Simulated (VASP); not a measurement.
# HgSe: relaxation of cell and atoms with HSEsol

Crystal: HgSe.

```xyz
2
Lattice="0.0000 3.0390 3.0390 3.0390 0.0000 3.0390 3.0390 3.0390 0.0000" Properties=species:S:1:pos:R:3 pbc="T T T"
Hg    0.0000    0.0000    0.0000
Se    4.5585    4.5585    4.5585
```

```yaml
Program: VASP 6.6.1
Task: relaxation of cell and atoms
Functional: HSEsol
Potentials_or_basis: VASP PAW PBE potentials, release 64 (Hg, Se)
Cutoff: 600 eV
k_mesh: 4 × 4 × 4
Occupations: fermi-dirac, width 0.05 eV
Spin: no spin polarisation
Grid_for_exact_exchange_PRECFOCK: Fast
Further_INCAR_settings: ALGO = Normal; EDIFF = 1e-07; IBRION = 2; EDIFFG = -0.01; NSW = 60; ISIF = 3
```

```
Relaxed volume                         : 28.68 Å³/atom
Relaxed cell                           : a = 4.329 Å, b = 4.329 Å, c = 4.329 Å, α = 60.00°, β = 60.00°, γ = 60.00°
Space group after relaxing (to 0.05 Å) : F-43m (No. 216)
Energy gained by relaxing              : 2.4 meV/atom
Ionic steps                            : 3
Pressure after relaxing                : 0.0 GPa
Band gap on the k mesh                 : none (metal or under the smearing width)
```

Step by step:
| step | energy change (eV) | largest force (eV/Å) | pressure (GPa) | volume (Å³) |
| --- | --- | --- | --- | --- |
| 1 | 0.0000 | 0.0000 | 1.26 | 56.13 |
| 2 | -0.0037 | 0.0000 | -0.56 | 57.95 |
| 3 | -0.0047 | 0.0000 | 0.00 | 57.36 |

Final structure:
```
Hg Se
1.0
     0.00000    3.06090    3.06090
     3.06090    0.00000    3.06090
     3.06090    3.06090    0.00000
Hg Se
1 1
Direct
  0.00000 0.00000 0.00000
  0.75000 0.75000 0.75000
```

Levels at points of the mesh, in eV from the Fermi level:
| k point | band 7 | band 8 | band 9 | band 10 | band 11 | band 12 |
| --- | --- | --- | --- | --- | --- | --- |
| (0.00, 0.00, 0.00) | -0.36 | -0.03 | -0.03 | -0.03 | 6.35 | 6.35 |
| (0.50, 0.00, 0.00) | -5.84 | -1.07 | -1.07 | 1.84 | 7.11 | 7.11 |
| (0.50, 0.50, 0.00) | -5.48 | -2.47 | -2.47 | 3.56 | 3.63 | 9.37 |

It took 7.6 min on 1 thread of Intel(R) Xeon(R) 6975P-C (Granite Rapids) (shared host), peak memory 0.32 GiB.

Caveat: the k mesh is coarse (spacing up to 0.45 Å⁻¹), so the values aren't converged, least of all with exact exchange; the PAW data sets were made with another functional, which shifts forces and pressure a little. Spin-orbit coupling is left out, which matters for the levels of Hg.
